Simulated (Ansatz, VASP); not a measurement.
**Two plane-wave programs on AlRu**

```
Al Ru
1.0
     2.97894    0.00000    0.00000
     0.00000    2.97894    0.00000
     0.00000    0.00000    2.97894
Al Ru
1 1
Direct
  0.00000 0.00000 0.00000
  0.50000 0.50000 0.50000
```

Alike in both runs: functional PBE; dispersion D4; k mesh 10 × 10 × 10; no spin polarisation.

Ansatz relaxed the structure, and its values are those at the end. VASP's run is a single point on that final structure, the one shown.

|  | VASP | Ansatz |
| --- | --- | --- |
| version | VASP 6.6.1 | Ansatz 0.2.0 |
| potentials or method | VASP PAW PBE potentials, release 64 (Al, Ru_pv) | plane waves, PAW |
| plane-wave cutoff (eV) | 520 | 450 |
| occupations | fermi-dirac, width 0.1 eV | fermi-dirac |
| valence electrons in the cell | 17 | 19 |

```tsv
	VASP	Ansatz	Ansatz less VASP
pressure (GPa)	0.0	0.0	+0.02
dispersion energy (meV/atom)	-479.4	-479.5	-0.08
```

The two sets of potentials don't hold the same shells in valence.

Caveats: pairwise dispersion overbinds metals, which lowers pressure and volume.
